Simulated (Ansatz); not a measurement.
# GaP (F-43m) in Ansatz: notebook

One crystal, GaP, is run at these levels: BLYP+D3(BJ); tasks: single point, equation of state.

Everything below comes from runs of Ansatz 0.2.0. Logs are shortened: lines on timing, memory, paths and dates and some standing lists are left out, and cuts for length are marked.

**Experimental background.**

“Phosphorous dimerization in GaP at high pressure”, 2017, arxiv:1709.06667 reports, for a bulk crystal of GaP: bulk modulus 87.5 ± 0.6 GPa.

The results are compared with them further down.

**1. The structure**

Symmetry: F-43m, No. 216, cubic system. The conventional cell has a = 5.451 Å, b = 5.451 Å, c = 5.451 Å, α = 90.00°, β = 90.00°, γ = 90.00°. Ga (site symmetry -43m) is surrounded by 4 P at 2.36 Å. P (site symmetry -43m) is surrounded by 4 Ga at 2.36 Å.

**2. Single point, BLYP+D3(BJ), 19.03 Å³/atom (volume scaled by 0.94)**

Contents of input.yaml:

```yaml
crystal:
  lattice:
    - [0.0, 2.6696170428, 2.6696170428]
    - [2.6696170428, 0.0, 2.6696170428]
    - [2.6696170428, 2.6696170428, 0.0]
  atoms:
    - { symbol: Ga, position: [0.0, 0.0, 0.0] }
    - { symbol: P, position: [0.75, 0.75, 0.75] }
hamiltonian:
  xc: blyp
  pseudopotentials: { kind: paw }
  dispersion: d3bj
kpoints:
  mp_grid: { grid: [8, 8, 8] }
scf:
  occupations: { method: fermi_dirac, width: 0.05 }
output:
  forces: true
  stress: true
  eigenvalues: true
```

Potentials or basis: Ansatz PAW.

On the command line:

```
> ansatz run input.yaml --threads 2 --pin off --max-ram 5120MiB --backend cpu --events-out ev --progress --plain --runs-dir out
```

Output:

```text
Warning: RAYON_NUM_THREADS=2 ignored (pool sized by the plan → 2); use --threads N
Engine: ansatz 0.2.0, aarch64-unknown-linux-gnu
Pseudopotentials: kind: paw
Pseudopotential: Ga, paw, valence charge 13, recommended cutoff 420 eV (normal), Ga.paw.azcp
Pseudopotential: P, paw, valence charge 5, recommended cutoff 420 eV (normal), P.paw.azcp
Functional definition: BLYP
  parameter beta = 0.0042
  parameter a = 0.04918
  parameter b = 0.132
  parameter c = 0.2533
  parameter d = 0.349
  exchange = b88_x(beta = beta)
  correlation = lyp_c(a = a, b = b, c = c, d = d)
Crystal: 2 atoms, lattice volume = 38.052 Å³
Basis set: ecut = 420 eV, 725 PW (Γ), exchange–correlation on 54×54×54 points (8 copies of the dense FFT grid, shifted against one another)
Bands: 13, of which v1, the nominal top of the filled ones, is band 9 counted from 1 (8 counted from 0)
Symmetry: 24 space group operations
Space group: F-43m (ITA 216), of the structure as read, at distance tolerance 3.4e-5 Å
k-points: 29 of 512 (time reversal used)
Non-local potential: Ga, projectors of the file, l = 0: 2, l = 1: 2, l = 2: 3, l = 3: 1
Non-local potential: P, projectors of the file, l = 0: 2, l = 1: 2, l = 2: 2
PAW form: soft (Blöchl's): semilocal exchange-correlation on the pseudo side does not see the compensation charge
PAW frozen core: Ga, regenerated for the run's functional, and the local potential with it (the file was generated under x = pbe(κ = 0.804, μ = 0.2195149727645171), c = pbe(β = 0.06672455060314922))
PAW frozen core: P, regenerated for the run's functional, and the local potential with it (the file was generated under x = pbe(κ = 0.804, μ = 0.2195149727645171), c = pbe(β = 0.06672455060314922))
PAW one-centre angular grid: Ga, 590 points (default); XC on 64 Gauss nodes
PAW one-centre angular grid: P, 110 points (default); XC on 64 Gauss nodes
Initial density: superposition of atomic densities (neutral atoms: chi_scale 0, normalization atom), corrected by the library's trained network
Initial wavefunctions: pseudopotential atomic-orbital guess
Functional: x = b88, c = lyp
SCF iter   1: F=—  HF=-4554.814311 eV  |F-HF|=—  |Δ(HF+E_count)|=         —  Δρ=5.91e-3  dr2=1.63e-2  ethr=1.77e-3  ⟨swp⟩=6.0  Hψ=2493  notcnv=0
preconditioner: auto → none  [insulator: Δε(μ)=1.751 eV  Ē_g=15.940 eV  σ=0.050 eV  W_gap=1.00  n_scr=14 (ndim 8)  ℏωp=25.5 eV  f_vac=0.006  D(μ)=0.00/eV (n_scr^D=0)  ε∞_Penn≈3.6]
SCF iter   2: F=—  HF=-4554.807350 eV  |F-HF|=—  |Δ(HF+E_count)|=   6.96e-3  Δρ=2.58e-3  dr2=1.44e-3  ethr=9.03e-5  ⟨swp⟩=2.1  Hψ=806  notcnv=0
SCF iter   3: F=—  HF=-4554.806835 eV  |F-HF|=—  |Δ(HF+E_count)|=   5.14e-4  Δρ=5.65e-4  dr2=8.77e-5  ethr=7.99e-6  ⟨swp⟩=2.2  Hψ=604  notcnv=0
SCF iter   4: F=—  HF=-4554.806818 eV  |F-HF|=—  |Δ(HF+E_count)|=   1.72e-5  Δρ=2.35e-4  dr2=1.05e-5  ethr=4.87e-7  ⟨swp⟩=2.0  Hψ=638  notcnv=0
SCF iter   5: F=—  HF=-4554.806816 eV  |F-HF|=—  |Δ(HF+E_count)|=   1.70e-6  Δρ=6.05e-5  dr2=8.18e-7  ethr=5.81e-8  ⟨swp⟩=2.0  Hψ=643  notcnv=0
SCF iter   6: F=-4554.806817 eV  HF=-4554.806817 eV  |F-HF|=4.84e-8  |Δ(HF+E_count)|=   2.53e-7  Δρ=1.98e-5  dr2=5.88e-8  ethr=5.56e-10  ⟨swp⟩=7.0  Hψ=2012  notcnv=0
SCF 1 converged in 6 iterations: F = -4554.806817 eV  dr2 = 5.88e-8
SCF converged after 6 iterations
Free energy (F): -4554.806817 eV
Harris-Foulkes:  -4554.806817 eV  (|F-HF|=4.84e-8)
Internal energy: -4554.806817 eV  (E = F + TS)
E sigma→0 (E₀):  -4554.806817 eV
Fermi energy:    9.114205 eV
--- Per-component energies (eV) ---
  E_band       = -40.240175
  E_kinetic    = 189.667164
  E_local      = -2158.155363  (includes V_loc(G=0)·N_el)
  E_nonlocal   = 455.753409
  E_hartree    = 1003.690531
  E_xc         = -129.865357
  E_vxc        = -117.200877  (∫ρ·V_xc dr)
  E_paw        = -2574.410688  (= ΣΔE_a)
  E_vpaw       = -417.692694  (= ΣTr[D̂ρ^β])
  E_aug_tail   = -0.000132  (compensation charges beyond the density's cutoff)
  E_ewald      = -1339.999549
  E_disp       = -1.519379  (pairwise vdW)
  E_core_change = 0.032547  (= ΣΔE_core)
  E_smearing   = -0.000000  (= −TS)
  E_closure    = 0.000000  (closes the sum)
  Σ components = -4554.806817   (vs F -4554.806817, Δ=0.00e0)
--- Forces (eV/Å), atoms counted from 1 ---
  atom   1  Ga    -0.00000000    -0.00000000     0.00000000
  atom   2  P      0.00000000    -0.00000000     0.00000000
  max |Σ_I F_I| component: 1.48e-16 eV/Å
--- Stress (GPa, compression-positive) ---
        5.733138       0.000000       0.000000
       -0.000000       5.733138       0.000000
       -0.000000       0.000000       5.733138
  P = ⅓ Tr σ = 5.7331 GPa (57.331 kbar)
--- Band table (eV; the first three rows and the last of 29) ---
  k-point 0: bands = ["-6.4669", "-6.4669", "-6.4669", "-6.3475", "-6.3475", "-4.6493", "8.2998", "8.2998", "8.2998", "10.5452", "12.2138", "12.2138", "12.2138"]
  k-point 1: bands = ["-6.4848", "-6.4612", "-6.4612", "-6.3476", "-6.3476", "-4.4317", "6.6509", "8.0507", "8.0507", "11.0346", "12.5860", "12.5860", "12.9552"]
  k-point 2: bands = ["-6.5226", "-6.4492", "-6.4492", "-6.3460", "-6.3460", "-3.8163", "4.2929", "7.5858", "7.5858", "10.6622", "13.1191", "13.1191", "15.0016"]
  k-point 28: bands = ["-6.5859", "-6.4204", "-6.3954", "-6.3661", "-6.3372", "-1.3188", "1.4532", "4.5132", "4.6563", "13.1645", "13.4025", "14.5769", "14.6369"]
```

It took 0.88 s on 2 threads of Arm Neoverse V2, shared host; peak memory 0.29 GiB.

Results:

| Property | Result |
| --- | --- |
| Free energy | -4554.8068 eV |
| Pressure | 5.7 GPa |
| Band gap on the k mesh | 1.68 eV, indirect (least direct gap 2.25 eV) |

Caveat: the PAW data sets come from PBE, with cores solved anew for the run's functional, which leaves a small shift of forces and pressure.

**3. Single point, BLYP+D3(BJ), 19.43 Å³/atom (volume scaled by 0.96)**

input.yaml: that of step 2 with these lines changed.

```diff
@@ -2,5 +2,5 @@
   lattice:
-    - [0.0, 2.6696170428, 2.6696170428]
-    - [2.6696170428, 0.0, 2.6696170428]
-    - [2.6696170428, 2.6696170428, 0.0]
+    - [0.0, 2.6884177822, 2.6884177822]
+    - [2.6884177822, 0.0, 2.6884177822]
+    - [2.6884177822, 2.6884177822, 0.0]
   atoms:
```

Potentials or basis: Ansatz PAW.

On the command line:

```
> ansatz run input.yaml --threads 2 --pin off --max-ram 5120MiB --backend cpu --events-out ev --progress --plain --runs-dir out
```

It took 0.89 s on 2 threads of Arm Neoverse V2, shared host; peak memory 0.29 GiB.

The run converged. Its results:

- Free energy: -4554.8303 eV
- Pressure: 3.6 GPa
- Band gap on the k mesh: 1.71 eV, indirect (least direct gap 2.06 eV)

Caveat: the PAW data sets come from PBE, with cores solved anew for the run's functional, which leaves a small shift of forces and pressure.

**4. Single point, BLYP+D3(BJ), 19.84 Å³/atom (volume scaled by 0.98)**

input.yaml: that of step 3 with these lines changed.

```diff
@@ -2,5 +2,5 @@
   lattice:
-    - [0.0, 2.6884177822, 2.6884177822]
-    - [2.6884177822, 0.0, 2.6884177822]
-    - [2.6884177822, 2.6884177822, 0.0]
+    - [0.0, 2.7069591804, 2.7069591804]
+    - [2.7069591804, 0.0, 2.7069591804]
+    - [2.7069591804, 2.7069591804, 0.0]
   atoms:
```

On the command line:

```
> ansatz run input.yaml --threads 2 --pin off --max-ram 5120MiB --backend cpu --events-out ev --progress --plain --runs-dir out
```

It took 0.89 s on 2 threads of Arm Neoverse V2, shared host; peak memory 0.29 GiB.

It converged, with:

```
Free energy            : -4554.8435 eV
Pressure               : 1.7 GPa
Band gap on the k mesh : 1.73 eV, indirect (least direct gap 1.88 eV)
```

Caveat: the PAW data sets come from PBE, with cores solved anew for the run's functional, which leaves a small shift of forces and pressure.

**5. Single point, BLYP+D3(BJ), 20.24 Å³/atom**

input.yaml: that of step 4 with these lines changed.

```diff
@@ -2,5 +2,5 @@
   lattice:
-    - [0.0, 2.7069591804, 2.7069591804]
-    - [2.7069591804, 0.0, 2.7069591804]
-    - [2.7069591804, 2.7069591804, 0.0]
+    - [0.0, 2.72525, 2.72525]
+    - [2.72525, 0.0, 2.72525]
+    - [2.72525, 2.72525, 0.0]
   atoms:
```

On the command line:

```
> ansatz run input.yaml --threads 2 --pin off --max-ram 5120MiB --backend cpu --events-out ev --progress --plain --runs-dir out
```

It took 0.91 s on 2 threads of Arm Neoverse V2, shared host; peak memory 0.29 GiB.

The run converged. Its results:

```yaml
Free_energy: -4554.8475 eV
Pressure: 0.0 GPa
Band_gap_on_the_k_mesh: 1.67 eV, indirect (least direct gap 1.71 eV)
```

Caveat: the PAW data sets come from PBE, with cores solved anew for the run's functional, which leaves a small shift of forces and pressure.

**6. Single point, BLYP+D3(BJ), 20.65 Å³/atom (volume scaled by 1.02)**

input.yaml: that of step 5 with these lines changed.

```diff
@@ -2,5 +2,5 @@
   lattice:
-    - [0.0, 2.72525, 2.72525]
-    - [2.72525, 0.0, 2.72525]
-    - [2.72525, 2.72525, 0.0]
+    - [0.0, 2.7432985392, 2.7432985392]
+    - [2.7432985392, 0.0, 2.7432985392]
+    - [2.7432985392, 2.7432985392, 0.0]
   atoms:
```

Potentials or basis: Ansatz PAW.

On the command line:

```
> ansatz run input.yaml --threads 2 --pin off --max-ram 5120MiB --backend cpu --events-out ev --progress --plain --runs-dir out
```

Wall time 0.92 s (2 threads of Arm Neoverse V2, shared host); peak memory 0.29 GiB.

The run converged. Its results:

| Property | Result |
| --- | --- |
| Free energy | -4554.8434 eV |
| Pressure | -1.6 GPa |
| Band gap on the k mesh | 1.54 eV, direct |

Caveat: the PAW data sets come from PBE, with cores solved anew for the run's functional, which leaves a small shift of forces and pressure.

**7. Single point, BLYP+D3(BJ), 21.05 Å³/atom (volume scaled by 1.04)**

input.yaml: that of step 6 with these lines changed.

```diff
@@ -2,5 +2,5 @@
   lattice:
-    - [0.0, 2.7432985392, 2.7432985392]
-    - [2.7432985392, 0.0, 2.7432985392]
-    - [2.7432985392, 2.7432985392, 0.0]
+    - [0.0, 2.7611126653, 2.7611126653]
+    - [2.7611126653, 0.0, 2.7611126653]
+    - [2.7611126653, 2.7611126653, 0.0]
   atoms:
```

On the command line:

```
> ansatz run input.yaml --threads 2 --pin off --max-ram 5120MiB --backend cpu --events-out ev --progress --plain --runs-dir out
```

Run time: 0.91 s. Hardware: 2 threads of Arm Neoverse V2, shared host; peak memory 0.29 GiB.

Results (log left out):

```
Free energy            : -4554.8319 eV
Pressure               : -2.9 GPa
Band gap on the k mesh : 1.38 eV, direct
```

Caveat: the PAW data sets come from PBE, with cores solved anew for the run's functional, which leaves a small shift of forces and pressure.

**8. Single point, BLYP+D3(BJ), 21.45 Å³/atom (volume scaled by 1.06)**

input.yaml: that of step 7 with these lines changed.

```diff
@@ -2,5 +2,5 @@
   lattice:
-    - [0.0, 2.7611126653, 2.7611126653]
-    - [2.7611126653, 0.0, 2.7611126653]
-    - [2.7611126653, 2.7611126653, 0.0]
+    - [0.0, 2.7786998443, 2.7786998443]
+    - [2.7786998443, 0.0, 2.7786998443]
+    - [2.7786998443, 2.7786998443, 0.0]
   atoms:
```

On the command line:

```
> ansatz run input.yaml --threads 2 --pin off --max-ram 5120MiB --backend cpu --events-out ev --progress --plain --runs-dir out
```

Wall time 0.92 s (2 threads of Arm Neoverse V2, shared host); peak memory 0.29 GiB.

The run converged. Its results:

| Quantity | Value |
| --- | --- |
| Free energy | -4554.8139 eV |
| Pressure | -4.2 GPa |
| Band gap on the k mesh | 1.22 eV, direct |

Caveat: the PAW data sets come from PBE, with cores solved anew for the run's functional, which leaves a small shift of forces and pressure.

**9. Equation of state, BLYP+D3(BJ)**

Potentials or basis: Ansatz PAW.

This step only gathers the single runs of the series.

Results:

| Quantity | Value |
| --- | --- |
| Equilibrium volume | 20.23 Å³/atom |
| Bulk modulus | 81 GPa |
| Pressure derivative of the bulk modulus | 4.6 |

Energy against volume, from the lowest point:
```csv
volume (Å³/atom),energy (meV/atom)
19.026,20.37
19.431,8.64
19.836,2.03
20.240,0.00
20.645,2.08
21.050,7.81
21.455,16.81
```

Caveat: the potentials were made for another functional, which shifts forces and pressure.

**10. Against experiment**

Step 9. Against the measured bulk modulus of GaP, 87.5 GPa (“Phosphorous dimerization in GaP at high pressure”, 2017, arxiv:1709.06667), the calculated 81 GPa is off by -7.3 %. The fit is for a static lattice scaled at fixed shape and fixed fractional positions.
